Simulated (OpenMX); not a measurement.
# Ag in OpenMX: reference runs

Reference runs on Ag: the cell as given.

All numbers are computed with OpenMX 3.8.5; they aren't measurements. Logs are shortened: lines on timing, memory, paths and dates and some standing lists are left out, and cuts for length are marked.

### 1 The cell of the first run

The cell holds a slab with vacuum, 7 atoms: a = 2.946 Å, b = 2.946 Å, c = 29.409 Å, α = 90.00°, β = 90.00°, γ = 120.00°.

### 2 Single point, PBE (the (0 0 1) slab of Ag, cut from the database cell, not relaxed)

Ag.dat reads:

```
System.CurrrentDirectory             ./
System.Name                          Ag
DATA.PATH                            ./DFT_DATA13
level.of.stdout                      1
level.of.fileout                     1
Species.Number                       2
<Definition.of.Atomic.Species
  Ag  Ag7.0-s3p2d2           Ag_PBE13
  E   H7.0-s2p1              E
Definition.of.Atomic.Species>

Atoms.Number                         9
Atoms.SpeciesAndCoordinates.Unit     FRAC
<Atoms.SpeciesAndCoordinates
    1  Ag    0.0000000000    0.0000000000    0.2550213708   8.500  8.500
    2  Ag    0.6666666667    0.3333333333    0.3366377160   8.500  8.500
    3  Ag    0.3333333334    0.6666666667    0.4182540611   8.500  8.500
    4  Ag    0.6666666667    0.3333333333    0.5000000000   8.500  8.500
    5  Ag    0.3333333334    0.6666666667    0.5816163452   8.500  8.500
    6  Ag    0.0000000000    0.0000000000    0.6632326903   8.500  8.500
    7  Ag    0.3333333334    0.6666666667    0.7449786292   8.500  8.500
    8  E     0.3333333334    0.6666666667    0.8197848980   0.000  0.000
    9  E     0.0000000000    0.0000000000    0.1802151020   0.000  0.000
Atoms.SpeciesAndCoordinates>

Atoms.UnitVectors.Unit               Ang
<Atoms.UnitVectors
     2.9460943265    0.0000000000    0.0000000000
    -1.4730471633    2.5513925288    0.0000000000
     0.0000000000    0.0000000000   29.4093000000
Atoms.UnitVectors>

scf.XcType                           GGA-PBE
scf.SpinPolarization                 off
scf.ElectronicTemperature            580.226
scf.energycutoff                     400.0
scf.maxIter                          100
scf.EigenvalueSolver                 band
scf.Kgrid                            11 11 1
scf.Mixing.Type                      rmm-diisk
scf.Init.Mixing.Weight               0.05
scf.Min.Mixing.Weight                0.001
scf.Max.Mixing.Weight                0.3
scf.Mixing.History                   25
scf.Mixing.StartPulay                8
scf.criterion                        1.0e-8
MD.Type                              nomd
```

Potentials or basis: OpenMX 2013 PBE set, Ag7.0-s3p2d2, grid cutoff 400 Ry.

Run with:

```
$ openmx Ag.dat -nt 1 > Ag.std
```

Ag.out:

```text
Required cutoff energy (Ryd) for 3D-grids = 400.0000
      Used cutoff energy (Ryd) for 3D-grids = 382.1114, 382.1114, 391.4432
  Num. of grids of a-, b-, and c-axes = 30, 30, 350

  Num.Grid1.    30
  Num.Grid2.    30
  Num.Grid3.   350

  Cell_Volume =   1491.781173786996 (Bohr^3)
  GridVol     =      0.004735813250 (Bohr^3)
  Cell vectors (bohr) of the grid cell (gtv)
    gtv_a =  0.185577033786,  0.000000000000,  0.000000000000
    gtv_b = -0.092788516896,  0.160714425625,  0.000000000000
    gtv_c =  0.000000000000,  0.000000000000,  0.158787195760
    |gtv_a| =  0.185577033786
    |gtv_b| =  0.185577033794
    |gtv_c| =  0.158787195760

***********************************************************

***********************************************************
                  SCF history at MD= 1
***********************************************************

   SCF=   1  NormRD=  1.000000000000  Uele= -110.935891232322
   SCF=   2  NormRD=  1.697543970360  Uele= -111.766962223280
   SCF=   3  NormRD=  1.660307224828  Uele= -111.837214859774
   SCF=   4  NormRD=  0.857882316487  Uele= -113.422453651352
   SCF=   5  NormRD=  0.501671476065  Uele= -114.191601720171
   SCF=   6  NormRD=  0.332380963829  Uele= -114.582069997622
   SCF=   7  NormRD=  0.237844852989  Uele= -114.792596918400
   SCF=   8  NormRD=  0.176119383122  Uele= -114.913898593897
   SCF=   9  NormRD=  0.124385747618  Uele= -115.329801297080
   SCF=  10  NormRD=  0.261444359875  Uele= -115.012170027693
[... 6 lines left out ...]
   SCF=  17  NormRD=  0.000155111791  Uele= -115.323839997305
   SCF=  18  NormRD=  0.000040982307  Uele= -115.323498438699
   SCF=  19  NormRD=  0.000010253993  Uele= -115.323576182008
   SCF=  20  NormRD=  0.000003402562  Uele= -115.323564023571
   SCF=  21  NormRD=  0.000003649506  Uele= -115.323564498495
   SCF=  22  NormRD=  0.000000283938  Uele= -115.323565774196
   SCF=  23  NormRD=  0.000000134489  Uele= -115.323565519447
   SCF=  24  NormRD=  0.000000026845  Uele= -115.323565485257
   SCF=  25  NormRD=  0.000000006583  Uele= -115.323565460561
   SCF=  26  NormRD=  0.000000000874  Uele= -115.323565460596

***********************************************************
        Total energy (Hartree) at MD = 1
***********************************************************

  Uele.       -115.323565460596

  Ukin.        349.317872437927
[... 197 lines left out ...]

   kloop=60
   k1=   0.00000 k2=  -0.00000 k3=   0.00000

    1   -2.18883244755506  -2.18883244755506
    2   -2.18804757586360  -2.18804757586360
    3   -2.18633067257780  -2.18633067257780
    4   -2.18629711805591  -2.18629711805591
    5   -2.18625153714351  -2.18625153714351
    6   -2.18616741525624  -2.18616741525624
[... 61 lines left out ...]
   68    0.14134531188253   0.14134531188253
   69    0.22163593731357   0.22163593731357
   [... 74 higher levels ...]

***********************************************************
                   Mulliken populations
***********************************************************

  Total spin moment (muB)   0.000000000

                    Up spin      Down spin     Sum           Diff
      1   Ag      8.495067747  8.495067747  16.990135495   0.000000000
      2   Ag      8.499543951  8.499543951  16.999087902   0.000000000
      3   Ag      8.496095892  8.496095892  16.992191783   0.000000000
      4   Ag      8.501289041  8.501289041  17.002578083   0.000000000
      5   Ag      8.497982315  8.497982315  16.995964629   0.000000000
      6   Ag      8.497554325  8.497554325  16.995108650   0.000000000
      7   Ag      8.495800833  8.495800833  16.991601666   0.000000000
      8    E      0.008326604  0.008326604   0.016653209   0.000000000
      9    E      0.008339292  0.008339292   0.016678583   0.000000000

 Sum of MulP: up   =    59.50000 down          =    59.50000
              total=   119.00000 ideal(neutral)=   119.00000

  Decomposed Mulliken populations

    1   Ag          Up spin      Down spin     Sum           Diff
            multiple
  s           0    0.430681269  0.430681269   0.861362537   0.000000000
   sum over m      0.430681269  0.430681269   0.861362537   0.000000000
  s           1   -0.002008242 -0.002008242  -0.004016483   0.000000000
   sum over m     -0.002008242 -0.002008242  -0.004016483   0.000000000
  s           2    0.000326380  0.000326380   0.000652760   0.000000000
   sum over m      0.000326380  0.000326380   0.000652760   0.000000000
   sum over m+mul  0.428999407  0.428999407   0.857998814   0.000000000
  px          0    0.999423050  0.999423050   1.998846100   0.000000000
  py          0    0.999426345  0.999426345   1.998852690   0.000000000
  pz          0    0.999497152  0.999497152   1.998994304   0.000000000
   sum over m      2.998346547  2.998346547   5.996693094   0.000000000
  px          1    0.063161224  0.063161224   0.126322449   0.000000000
  py          1    0.063268320  0.063268320   0.126536640   0.000000000
  pz          1    0.036676302  0.036676302   0.073352604   0.000000000
[... 221 lines left out ...]
    9    E          Up spin      Down spin     Sum           Diff
            multiple
  s           0    0.005484912  0.005484912   0.010969825   0.000000000
   sum over m      0.005484912  0.005484912   0.010969825   0.000000000
  s           1    0.002549685  0.002549685   0.005099371   0.000000000
   sum over m      0.002549685  0.002549685   0.005099371   0.000000000
   sum over m+mul  0.008034598  0.008034598   0.016069195   0.000000000
  px          0    0.002257066  0.002257066   0.004514132   0.000000000
  py          0    0.002253375  0.002253375   0.004506750   0.000000000
  pz          0   -0.004205747 -0.004205747  -0.008411493   0.000000000
   sum over m      0.000304694  0.000304694   0.000609388   0.000000000
   sum over m+mul  0.000304694  0.000304694   0.000609388   0.000000000

***********************************************************
       xyz-coordinates (Ang) and forces (Hartree/Bohr)
***********************************************************

<coordinates.forces
  9
    1    Ag     0.00000   0.00000   7.50000   0.000012215515 -0.000020522011 -0.001101187325
    2    Ag     1.47305   0.85046   9.90028   0.000002825425 -0.000001616855 -0.000429960518
    3    Ag     0.00000   1.70093  12.30056  -0.000028729124  0.000044142559 -0.000351086853
    4    Ag     1.47305   0.85046  14.70465   0.000027449001 -0.000043405723 -0.000066698292
    5    Ag     0.00000   1.70093  17.10493   0.000001809196 -0.000001038512  0.000989145018
    6    Ag     0.00000   0.00000  19.50521  -0.000028025017  0.000043738058  0.000839290331
    7    Ag     0.00000   1.70093  21.90930   0.000011966759 -0.000021001814  0.001074945205
    8     E     0.00000   1.70093  24.10930   0.000000191552 -0.000000111134  0.000133697017
    9     E     0.00000   0.00000   5.30000   0.000000292207 -0.000000169010 -0.000133590416
coordinates.forces>

***********************************************************
       Fractional coordinates of the final structure
***********************************************************

     1     Ag     0.00000000000000   0.00000000000000   0.25502137080000
     2     Ag     0.66666666670000   0.33333333330000   0.33663771600000
     3     Ag     0.33333333340000   0.66666666670000   0.41825406110000
     4     Ag     0.66666666670000   0.33333333330000   0.50000000000000
     5     Ag     0.33333333340000   0.66666666670000   0.58161634520000
     6     Ag     0.00000000000000   0.00000000000000   0.66323269030000
     7     Ag     0.33333333340000   0.66666666670000   0.74497862920000
     8      E     0.33333333340000   0.66666666670000   0.81978489800000
     9      E     0.00000000000000   0.00000000000000   0.18021510200000
```

Ag.std:

```text
*******************************************************
 Welcome to OpenMX   Ver. 3.8.5
 Copyright (C), 2002-2014, T. Ozaki
 OpenMX comes with ABSOLUTELY NO WARRANTY.
 This is free software, and you are welcome to
 redistribute it under the constitution of the GNU-GPL.
*******************************************************
[... 249 lines left out ...]
  Uzs   =       0.000000000000
  Uzo   =       0.000000000000
  Uef   =       0.000000000000
  UvdW  =       0.000000000000
  Utot  =    -798.807553678622

*******************************************************
             MD or geometry opt. at MD = 1
*******************************************************

outputting data on grids to files...

The calculation was normally finished.
```

It took 6.6 min on 1 thread of Intel Xeon 6975P-C (Granite Rapids), shared host; peak memory 1.8 GiB.

What came out:

* Free energy: -21736.6845 eV
* Largest force: 0.057 eV/Å
* Band gap on the k mesh: none (metal or under the smearing width)
* Work function: 4.36 eV

Forces on the atoms (eV/Å):
```
Ag   0.001 -0.001 -0.057
Ag   0.000  0.000 -0.022
Ag  -0.001  0.002 -0.018
Ag   0.001 -0.002 -0.003
Ag   0.000  0.000  0.051
Ag  -0.001  0.002  0.043
Ag   0.001 -0.001  0.055
```

Caveat: the basis of atomic orbitals isn't converged, which shifts pressures, moduli and gaps.
